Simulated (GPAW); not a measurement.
# Sn (Fd-3m) in GPAW: further runs

The runs below take Sn through single point, band structure, with PBEsol, PBE.

Everything below comes from runs of GPAW 26.7.0. Logs are shortened: lines on timing, memory, paths and dates and some standing lists are left out, and cuts for length are marked. The log counts tension as positive stress, the text compression.

### Step 1. The structure

The structure is cubic, space group Fd-3m (No. 227). The conventional cell has a = 6.467 Å, b = 6.467 Å, c = 6.467 Å, α = 90.00°, β = 90.00°, γ = 90.00°. Sn (site symmetry -43m) is surrounded by 4 Sn at 2.80 Å.

This isn't the form of Sn at room conditions, which is tetragonal (white tin).

### Step 2. Single point, PBEsol, 29.91 Å³/atom

run.py

```python
from ase import Atoms
from ase.dft.bandgap import bandgap
from ase.io import write
from ase.units import GPa
from gpaw import GPAW, PW, setup_paths

setup_paths.insert(0, '.')

atoms = Atoms(['Sn', 'Sn'],
              cell=[[0.0, 3.104009088, 3.104009088],
                    [3.104009088, 0.0, 3.104009088],
                    [3.104009088, 3.104009088, 0.0]],
              scaled_positions=[[0.75, 0.75, 0.75],
                                [0.5, 0.5, 0.5]],
              pbc=True)

calc = GPAW(mode=PW(600),
            xc='PBEsol',
            kpts={'size': (7, 7, 7), 'gamma': True},
            occupations={'name': 'fermi-dirac', 'width': 0.05},
            nbands=24,
            convergence={'density': 1e-05, 'energy': 1e-05},
            maxiter=150,
            txt='gpaw.txt')
atoms.calc = calc
energy = atoms.get_potential_energy()
forces = atoms.get_forces()
stress = atoms.get_stress()
calc.write('gs.gpw')
write('result.traj', atoms)
print(f'Energy: {energy:.6f} eV')
print('Forces (eV/A):')
print(forces.round(4))
print('Stress (GPa):', (stress / GPa).round(3))
print('Fermi level:', round(calc.get_fermi_level(), 4), 'eV')
print(f'Gap: {bandgap(calc)[0]:.4f} eV, direct: {bandgap(calc, direct=True)[0]:.4f} eV')
```

Potentials or basis: PAW data sets generated in the run's folder for this functional, pw.

On the command line:

```
$ gpaw-setup -f PBEsol Sn
$ OMP_NUM_THREADS=1 python run.py
```

gpaw.txt:

```text
__  _  _
 | _ |_)|_||  |
 |__||  | ||/\| - 26.7.0

Input parameters:
  mode=PW(ecut=600.0),
  convergence={'density': 1e-05, 'energy': 1e-05},
  kpts=MonkhorstPack(size=(7, 7, 7), gamma=True),
  maxiter=150,
  nbands=24,
  occupations=Occupations(name='fermi-dirac', width=0.05),
  xc=XC(name='PBEsol')

Diagonalizing LCAO Hamiltonian
Converting LCAO to pw mode

            Sn

       Sn

Atoms  # Å, Bohr magnetons
|   | symbol |        x |        y |        z |    initial magnetic moments |
|---|--------|----------|----------|----------|-----------------------------|
| 0 |     Sn | 4.656014 | 4.656014 | 4.656014 | ( 0.0000,  0.0000,  0.0000) |
| 1 |     Sn | 3.104009 | 3.104009 | 3.104009 | ( 0.0000,  0.0000,  0.0000) |

Unit cell  # Å
| periodic |        x |        y |        z |  lengths |    angles |
|----------|----------|----------|----------|----------|-----------|
|      yes | 0.000000 | 3.104009 | 3.104009 | 4.389732 | 60.000000 |
|      yes | 3.104009 | 0.000000 | 3.104009 | 4.389732 | 60.000000 |
|      yes | 3.104009 | 3.104009 | 0.000000 | 4.389732 | 60.000000 |

Number of symmetries: 24
Symmetry operations  # r_c * U_cc + t_c -> r_c
|    | kind |            matrix            |
|----|------|------------------------------|
|  0 |  E   |  1, 0, 0,  0, 1, 0,  0, 0, 1 |
|  1 |  σ   |  1, 0, 0,  0, 0, 1,  0, 1, 0 |
|  2 |  σ   |  1, 0,-1,  0, 1,-1,  0, 0,-1 |
|  3 |  C3  |  1, 0,-1,  0, 0,-1,  0, 1,-1 |
|  4 |  C3  |  1,-1, 0,  0,-1, 1,  0,-1, 0 |
|  5 |  σ   |  1,-1, 0,  0,-1, 0,  0,-1, 1 |
|  6 |  σ   |  0, 1, 0,  1, 0, 0,  0, 0, 1 |
|  7 |  C3  |  0, 1, 0,  0, 0, 1,  1, 0, 0 |
|  8 |  C2  |  0, 1,-1,  1, 0,-1,  0, 0,-1 |
|  9 |  S4  |  0, 1,-1,  0, 0,-1,  1, 0,-1 |
| 10 |  C3  |  0, 0, 1,  1, 0, 0,  0, 1, 0 |
| 11 |  σ   |  0, 0, 1,  0, 1, 0,  1, 0, 0 |
| 12 |  S4  |  0, 0,-1,  1, 0,-1,  0, 1,-1 |
| 13 |  C3  |  0, 0,-1,  0, 1,-1,  1, 0,-1 |
| 14 |  S4  |  0,-1, 1,  1,-1, 0,  0,-1, 0 |
| 15 |  C2  |  0,-1, 1,  0,-1, 0,  1,-1, 0 |
| 16 |  C3  |  0,-1, 0,  1,-1, 0,  0,-1, 1 |
| 17 |  S4  |  0,-1, 0,  0,-1, 1,  1,-1, 0 |
| 18 |  S4  | -1, 1, 0, -1, 0, 1, -1, 0, 0 |
| 19 |  C3  | -1, 1, 0, -1, 0, 0, -1, 0, 1 |
| 20 |  C3  | -1, 0, 1, -1, 1, 0, -1, 0, 0 |
| 21 |  S4  | -1, 0, 1, -1, 0, 0, -1, 1, 0 |
| 22 |  σ   | -1, 0, 0, -1, 1, 0, -1, 0, 1 |
| 23 |  C2  | -1, 0, 0, -1, 0, 1, -1, 1, 0 |

BZ-sampling:
  Number of BZ points: 343
  Number of IBZ points: 20

  Monkhorst-Pack size: [7, 7, 7]
  Monkhorst-Pack shift: [0, 0, 0]

K-points  # in reciprocal-cell coordinates
|     |                                coordinates |     weight |
|-----|--------------------------------------------|------------|
|   0 | (  0.00000000,   0.00000000,   0.00000000) | 0.00291545 |
|   1 | (  0.14285714,   0.14285714,   0.00000000) | 0.01749271 |
|   2 | (  0.14285714,   0.14285714,   0.14285714) | 0.02332362 |
|   3 | (  0.28571429,   0.14285714,   0.14285714) | 0.03498542 |
|   4 | (  0.28571429,   0.28571429,   0.00000000) | 0.01749271 |
|   5 | (  0.28571429,   0.28571429,   0.14285714) | 0.06997085 |
|   6 | (  0.28571429,   0.28571429,   0.28571429) | 0.02332362 |
|   7 | (  0.42857143,  -0.28571429,  -0.28571429) | 0.03498542 |
|   8 | (  0.42857143,   0.28571429,  -0.42857143) | 0.13994169 |
|   9 | (  0.42857143,   0.28571429,  -0.28571429) | 0.06997085 |
| ... |                                            |            |
|  19 | (  0.42857143,   0.42857143,   0.42857143) | 0.02332362 |

Plane wave coefficients: 2015
Cutoff: 600.0 eV

Spin-components: 1 (collinear spins)
Bands:           24
Projectors:      12
Spin-degeneracy: 2
Datatype:        complex128

Parallelization:
  kpt:    1
  domain: 1
  band:   1

Density:
  Valence electrons: 28.0
  Components: 1
  Grid points: [25 25 25]
  Charge: 0.0  # |e|

Potential:
  Grid points: [25 25 25]

species:
  Sn:
    name:    Tin
    Z:       50.0
    valence: 14
    core:    36
    charge:  0.0  # [|e|]
    compensation charges:
      type: gauss
      rc: 0.38  # [Å]
      lmax: 2
    cutoffs:
      filter: 2.23  # [Å]
      core: 2.35  # [Å]
    projectors
    | kind |    occ | energy [eV] | rcut [Å] |
    |------|--------|-------------|----------|
    |   5s |  2.000 |     -10.584 |    1.201 |
    |   5p |  2.000 |      -3.711 |    1.270 |
    |   4d | 10.000 |     -25.798 |    1.185 |
    |    s |        |      16.628 |    1.201 |
    |    p |        |      23.501 |    1.270 |
    |    d |        |       1.413 |    1.185 |

    Using partial waves for Sn as LCAO basis

Reference energy: -335871.806691  # eV

eigensolver:
[... 26 lines left out ...]
convergence criteria:
- Maximum integral of absolute [dens]ity change: 1e-05 electrons / valence electron
- Maximum [total energy] change in last 3 cyles: 1e-05 eV / valence electron
- Maximum integral of absolute [eigenst]ate change: 4e-08 eV^2 / valence electron
maximum number of iterations: 150

SCF iterations
|iter     | |      energy | eigst |  dens |
|---------|-|-------------|-------|-------|
|iter:   1| |   -8.713147 | +0.09 |       |
|iter:   2| |   -8.709780 | -2.27 | -1.42 |
|iter:   3| |   -8.635951 | -2.53 | -1.45 |
|iter:   4| |   -8.636415 | -3.13 | -1.99 |
|iter:   5| |   -8.637331 | -4.12 | -2.66 |
|iter:   6| |   -8.637363 | -5.43 | -3.61 |
|iter:   7| |   -8.637364c| -6.67 | -4.31 |
|iter:   8| |   -8.637364c| -8.08c| -4.82 |
|iter:   9| |   -8.637364c| -8.28c| -5.23c|

Converged in 9 steps
Energy contributions relative to reference atoms: (reference = -335871.806691)

Energy contributions:
  Kinetic:          18.826265
  Coulomb:         -15.894869
  Zero:              0.006720
  External:          0.000000
  Xc:              -11.574883
  Entropy:          -0.001195
  Spinorbit:         0.000000
  ----------------------------
  Free energy:      -8.637961
  Extrapolated:     -8.637364

dipole moment: (4.656680, 4.656680, 4.656680)  # |e|*Ang

Fermi level: 6.368
Eigenvalues  # (at kpt = [0.000, 0.000, 0.000])
| band index |      eig [eV] | occ [0-2] |
|------------|---------------|-----------|
|          0 |       -15.721 |     2.000 |
|        ... |               |           |
|          6 |       -15.201 |     2.000 |
|          7 |       -15.201 |     2.000 |
|          8 |       -15.176 |     2.000 |
|          9 |       -15.176 |     2.000 |
|         10 |        -5.360 |     2.000 |
|         11 |         6.306 |     1.555 |
[... 8 lines left out ...]
|         20 |        14.513 |     0.000 |
|         21 |        14.534 |     0.000 |
|        ... |               |           |
|         23 |        14.534 |     0.000 |

Gap: 0.190 eV
Transition (v -> c):
  (s=0, k=0, n=13, [0.00, 0.00, 0.00]) -> (s=0, k=19, n=14, [0.43, 0.43, 0.43])
Direct/indirect transitions are different
Direct gap: 0.202 eV
Transition at: (s=0, k=0, n=13, [0.00, 0.00, 0.00])

Forces  # eV/Ang
|        x |        y |        z |
|----------|----------|----------|
| -0.00000 | -0.00000 | -0.00000 |  # Sn   0
|  0.00000 |  0.00000 | -0.00000 |  # Sn   1

Stress tensor  # eV/Ang^3
|         x |         y |         z |
|-----------|-----------|-----------|
| -0.056520 | -0.000000 | -0.000000 |
| -0.000000 | -0.056520 |  0.000000 |
| -0.000000 |  0.000000 | -0.056520 |

# Writing to gs.gpw (mode='')
```

Run time: 14 s. Hardware: 1 thread of Arm Neoverse V2, shared host; peak memory 0.16 GiB.

What came out:

```yaml
Free_energy: -8.6380 eV
Pressure: 9.1 GPa
Band_gap_on_the_k_mesh: 0.19 eV, indirect (least direct gap 0.20 eV)
```

Caveat: the density grid can change from cell to cell, which puts small steps into energies and stress; spin-orbit coupling is left out, which moves the levels of the heavy elements; an odd mesh through Γ misses points on the zone boundary, where band edges often lie.

### Step 3. Single point, PBEsol, 31.82 Å³/atom

Edit run.py of step 2 so:

```diff
@@ -9,5 +9,5 @@
 atoms = Atoms(['Sn', 'Sn'],
-              cell=[[0.0, 3.104009088, 3.104009088],
-                    [3.104009088, 0.0, 3.104009088],
-                    [3.104009088, 3.104009088, 0.0]],
+              cell=[[0.0, 3.168675944, 3.168675944],
+                    [3.168675944, 0.0, 3.168675944],
+                    [3.168675944, 3.168675944, 0.0]],
               scaled_positions=[[0.75, 0.75, 0.75],
```

Potentials or basis: PAW data sets generated in the run's folder for this functional, pw.

On the command line:

```
$ gpaw-setup -f PBEsol Sn
$ OMP_NUM_THREADS=1 python run.py
```

Wall time 19 s (1 thread of Arm Neoverse V2, shared host); peak memory 0.17 GiB.

Results (log left out):

```yaml
Free_energy: -8.7988 eV
Pressure: 4.6 GPa
Band_gap_on_the_k_mesh: none (metal or under the smearing width)
```

Caveat: the density grid can change from cell to cell, which puts small steps into energies and stress.

### Step 4. Band structure, PBE

run.py

```python
from ase import Atoms
from ase.dft.bandgap import bandgap
from ase.io import write
from gpaw import GPAW

atoms = Atoms(['Sn', 'Sn'],
              cell=[[0.0, 3.2333428, 3.2333428],
                    [3.2333428, 0.0, 3.2333428],
                    [3.2333428, 3.2333428, 0.0]],
              scaled_positions=[[0.75, 0.75, 0.75],
                                [0.5, 0.5, 0.5]],
              pbc=True)

calc = GPAW(mode='lcao',
            h=0.2,
            basis='sz(dzp)',
            xc='PBE',
            kpts={'size': (6, 6, 6), 'gamma': True},
            occupations={'name': 'fermi-dirac', 'width': 0.05},
            convergence={'density': 1e-05, 'energy': 1e-05},
            maxiter=150,
            txt='gpaw.txt')
atoms.calc = calc
energy = atoms.get_potential_energy()
forces = atoms.get_forces()
calc.write('gs.gpw')
write('result.traj', atoms)
print(f'Energy: {energy:.6f} eV')
print('Forces (eV/A):')
print(forces.round(4))
print('Fermi level:', round(calc.get_fermi_level(), 4), 'eV')
print(f'Gap: {bandgap(calc)[0]:.4f} eV, direct: {bandgap(calc, direct=True)[0]:.4f} eV')

path = atoms.cell.bandpath('GXWKGLUWLK,UX', npoints=60, eps=1e-4)
bs_calc = calc.fixed_density(kpts=path, symmetry='off', txt='bands.txt')
bs = bs_calc.band_structure()
bs.write('bs.json')
print(f'Gap on the path: {bandgap(bs_calc)[0]:.4f} eV')
```

Potentials or basis: GPAW PAW data sets (gpaw-data 1.2.1), lcao:sz(dzp).

On the command line:

```
$ OMP_NUM_THREADS=1 python run.py
```

Wall time 5.7 s (1 thread of AMD EPYC 9R45 (Zen 5), shared host); peak memory 0.17 GiB.

The run converged, but some of its settings lie outside the range that counts as converged, so its numbers aren't taken as properties of the crystal.

Results:

| Item | Value |
| --- | --- |
| Free energy | -5.7751 eV |
| Band gap along the path | none (metal or under the smearing width) |

Caveat: the real-space grid adds noise to forces; spin-orbit coupling is left out, which moves the levels of the heavy elements; the basis of atomic orbitals isn't converged, which shifts pressures, moduli and gaps.
